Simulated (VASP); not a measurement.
Set up this calculation in VASP 6.6.1, as the native input.

```yaml
Task: band structure
Functional: LDA
Potentials_or_basis: VASP PAW LDA potentials, release 64 (Ta_pv, S)
Cutoff: 520 eV
k_mesh: 7 × 7 × 3
Occupations: fermi-dirac, width 0.05 eV
Spin: spin-orbit coupling, no magnetisation
Further_INCAR_settings: ALGO = Normal; EDIFF = 1e-06
```

Ta2S:

```
Ta S
1.0
     2.80481    0.00000    0.00000
     0.00000    2.80481    0.00000
     0.00000    0.00000    7.53372
Ta S
2 1
Direct
  0.50000 0.50000 0.18593
  0.50000 0.50000 0.81407
  0.50000 0.50000 0.50000
```

The cell was built by a generator and needn't be a form met in nature.

The input as run:

POSCAR

```
Ta2S
1.0
    2.8048100000      0.0000000000      0.0000000000
    0.0000000000      2.8048100000      0.0000000000
    0.0000000000      0.0000000000      7.5337200000
Ta S
2 1
Direct
    0.5000000000      0.5000000000      0.1859300000
    0.5000000000      0.5000000000      0.8140700000
    0.5000000000      0.5000000000      0.5000000000
```

INCAR.step1

```
ALGO     = Normal         # electronic algorithm
EDIFF    = 1E-6           # SCF threshold, eV
ENCUT    = 520            # plane-wave cutoff, eV
GGA_COMPAT= False        
ISIF     = 2              # what is computed and relaxed
ISMEAR   = -1             # smearing method
LASPH    = True           # aspherical terms in the spheres
LCHARG   = True           # write CHGCAR
LMAXMIX  = 4              # l up to which the mixer works
LORBIT   = 11             # projections on sites
LREAL    = False          # projectors in reciprocal space
LSORBIT  = True           # spin-orbit coupling
LWAVE    = False          # write WAVECAR
MAGMOM   = 0 0 0 0 0 0 0 0 0 # initial moments
NELM     = 100            # most SCF steps
PREC     = Accurate       # precision mode
SIGMA    = 0.05           # smearing width, eV
```

KPOINTS.step1

```
k-points
0
Gamma
  7 7 3
```

INCAR.step2

```
ALGO     = Normal         # electronic algorithm
EDIFF    = 1E-6           # SCF threshold, eV
ENCUT    = 520            # plane-wave cutoff, eV
GGA_COMPAT= False        
ICHARG   = 11             # starting density
ISIF     = 2              # what is computed and relaxed
ISMEAR   = 0              # smearing method
LASPH    = True           # aspherical terms in the spheres
LCHARG   = False          # write CHGCAR
LMAXMIX  = 4              # l up to which the mixer works
LORBIT   = 11             # projections on sites
LREAL    = False          # projectors in reciprocal space
LSORBIT  = True           # spin-orbit coupling
LWAVE    = False          # write WAVECAR
MAGMOM   = 0 0 0 0 0 0 0 0 0 # initial moments
NELM     = 100            # most SCF steps
PREC     = Accurate       # precision mode
SIGMA    = 0.05           # smearing width, eV
```

KPOINTS.step2

```
path GXMGZRAZ,XR,MA
10
line-mode
reciprocal
 0.0000000000  0.0000000000  0.0000000000  G
 0.0000000000  0.5000000000  0.0000000000  X

 0.0000000000  0.5000000000  0.0000000000  X
 0.5000000000  0.5000000000  0.0000000000  M

 0.5000000000  0.5000000000  0.0000000000  M
 0.0000000000  0.0000000000  0.0000000000  G

 0.0000000000  0.0000000000  0.0000000000  G
 0.0000000000  0.0000000000  0.5000000000  Z

 0.0000000000  0.0000000000  0.5000000000  Z
 0.0000000000  0.5000000000  0.5000000000  R

 0.0000000000  0.5000000000  0.5000000000  R
 0.5000000000  0.5000000000  0.5000000000  A

 0.5000000000  0.5000000000  0.5000000000  A
 0.0000000000  0.0000000000  0.5000000000  Z

 0.0000000000  0.5000000000  0.0000000000  X
 0.0000000000  0.5000000000  0.5000000000  R

 0.5000000000  0.5000000000  0.0000000000  M
 0.5000000000  0.5000000000  0.5000000000  A
```

Potentials or basis: VASP PAW LDA potentials, release 64 (Ta_pv, S).

Run with:

```console
$ cat potpaw_LDA.64/Ta_pv/POTCAR potpaw_LDA.64/S/POTCAR > POTCAR
$ cp INCAR.step1 INCAR
$ cp KPOINTS.step1 KPOINTS
$ mpirun -np 1 vasp_ncl > vasp.out
$ cp INCAR.step2 INCAR
$ cp KPOINTS.step2 KPOINTS
$ mpirun -np 1 vasp_ncl > vasp.out
```

It took 3.3 min on 1 thread of Intel(R) Xeon(R) 6975P-C (Granite Rapids), with other jobs on the host, peak memory 0.42 GiB.
